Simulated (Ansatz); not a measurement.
The system is AlN.

```
Al N
1.0
     3.11300    0.00000    0.00000
    -1.55650    2.69594    0.00000
     0.00000    0.00000    4.98100
Al N
2 2
Direct
  0.66667 0.33333 0.50000
  0.33333 0.66667 0.00000
  0.66667 0.33333 0.88000
  0.33333 0.66667 0.38000
```

```yaml
Program: Ansatz 0.2.0
Task: relaxation of cell and atoms
Functional: LDA
Potentials_or_basis: Ansatz PAW
Cutoff: "420 eV (not typed: the program's choice for these potentials)"
k_mesh: 10 × 10 × 6
Occupations: fermi-dirac, width 0.05 eV
Spin: no spin polarisation
```

At the start: volume 10.45 Å³/atom.

**Question.** How do energy, volume and symmetry change on relaxing?

**Answer.** It ends after 8 steps and the volume is 10.21 Å³/atom (-2.3 %); space group P6_3mc (No. 186, to 0.05 Å).

Step by step:
```tsv
step	energy change (eV)	largest force (eV/Å)	volume (Å³)
1	0.0000	0.1166	41.80
2	-0.0130	0.0910	41.32
3	-0.0188	0.0309	40.85
4	-0.0189	0.0070	40.86
5	-0.0189	0.0004	40.87
6	-0.0155	0.0004	40.87
7	-0.0156	0.0001	40.84
8	-0.0155	0.0001	40.84
```

Final structure:
```
Al N
1.0
     3.08876    0.00000    0.00000
    -1.54438    2.67494    0.00000
     0.00000    0.00000    4.94327
Al N
2 2
Direct
  0.66667 0.33333 0.49901
  0.33333 0.66667 0.99901
  0.66667 0.33333 0.88099
  0.33333 0.66667 0.38099
```

Caveat: the plane-wave basis is chosen anew once the cell has moved, so the energies of steps on either side of that aren't comparable; the pressure holds a Pulay correction of +0.7 GPa for the finite cutoff; the PAW data sets come from PBE, with cores solved anew for the run's functional, which leaves a small shift of forces and pressure.
